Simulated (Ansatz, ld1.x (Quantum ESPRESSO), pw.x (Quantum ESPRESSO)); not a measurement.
**What a changed setting does to a pw.x run (sc S)**

Potential: norm-conserving RRKJ (Kleinman–Bylander form), ld1.x (Quantum ESPRESSO) 7.5, PBE; core [Ne], reference 3s2 3p4; waves: 3s (bound): rc 1.40 bohr; 3p (bound): rc 1.45 bohr; 3d channel at 0.45 Ry: rc 1.50 bohr; local part: all-electron potential smoothed inside 1.25 bohr (lloc = -1); core correction: none; rho0 0.005.

The reference run (k-mesh 13³, cutoffs 100/400 Ry, Fermi–Dirac 0.01 Ry, mixing_beta 0.4, conv_thr 1e-9, no spin) gives -1.08 GPa at 17.421 Å³/atom, where all-electron LAPW gives -0.69 GPa. This run, with its own iteration cap, changes degauss to 0.02.

```
&control
  calculation='scf', prefix='x', pseudo_dir='./', outdir='./tmp', tstress=.true., disk_io='none'
/
&system
  ibrav=0, nat=1, ntyp=1, ecutwfc=100, ecutrho=400, nbnd=10,
  occupations='smearing', smearing='fd', degauss=0.02
/
&electrons
  conv_thr=1e-09, mixing_beta=0.4, electron_maxstep=50
/
ATOMIC_SPECIES
S 1.0 S.UPF
CELL_PARAMETERS angstrom
  2.59233442 0.00000000 0.00000000
  0.00000000 2.59233442 0.00000000
  0.00000000 0.00000000 2.59233442
ATOMIC_POSITIONS crystal
S 0.0000 0.0000 0.0000
K_POINTS automatic
13 13 13 0 0 0
```

```bash
pw.x < S.scf.in > S.scf.out
```

How does the run end?

It converges in 6 iterations; the free energy moves by -45.4 meV/atom and the pressure by +0.42 GPa. In a metal, with Fermi–Dirac smearing, F lies below its zero-width value by a term in the square of the width.

```
Message from routine setup:
     using ibrav=0 with symmetry is DISCOURAGED, use correct ibrav instead
     lattice parameter (alat)  =       4.8988  a.u.
     unit-cell volume          =     117.5627 (a.u.)^3
     number of electrons       =         6.00
     number of Kohn-Sham states=           10
     kinetic-energy cutoff     =     100.0000  Ry
     charge density cutoff     =     400.0000  Ry
     scf convergence threshold =      1.0E-09
     Exchange-correlation= PBE
     number of k points=    84  Fermi-Dirac smearing, width (Ry)=  0.0200
     iteration #  1     ecut=   100.00 Ry     beta= 0.40
     total energy              =     -20.40241433 Ry
     estimated scf accuracy    <       0.00154994 Ry
     iteration #  2     ecut=   100.00 Ry     beta= 0.40
     total energy              =     -20.40258871 Ry
     estimated scf accuracy    <       0.00058015 Ry
     iteration #  3     ecut=   100.00 Ry     beta= 0.40
     total energy              =     -20.40260242 Ry
     estimated scf accuracy    <       0.00000060 Ry
     iteration #  4     ecut=   100.00 Ry     beta= 0.40
     total energy              =     -20.40260267 Ry
     estimated scf accuracy    <       0.00000004 Ry
     iteration #  5     ecut=   100.00 Ry     beta= 0.40
     total energy              =     -20.40260269 Ry
     estimated scf accuracy    <          5.6E-09 Ry
     iteration #  6     ecut=   100.00 Ry     beta= 0.40
     the Fermi energy is     8.2268 ev
!    total energy              =     -20.40260269 Ry
     estimated scf accuracy    <          5.0E-11 Ry
     smearing contrib. (-TS)   =      -0.00889546 Ry
     The total energy is F=E-TS. E is the sum of the following terms:
     one-electron contribution =       3.43082518 Ry
     hartree contribution      =       1.46841776 Ry
     xc contribution           =      -4.44240188 Ry
     ewald contribution        =     -20.85054829 Ry
     convergence has been achieved in   6 iterations
          total   stress  (Ry/bohr**3)                   (kbar)     P=       -6.65
     Message from routine punch:
     Nothing written, as per user request (disk_io='none')
```

The run took about 15 s on one core of a shared host (Neoverse-N1, 64 threads, 498 GiB, load 12).
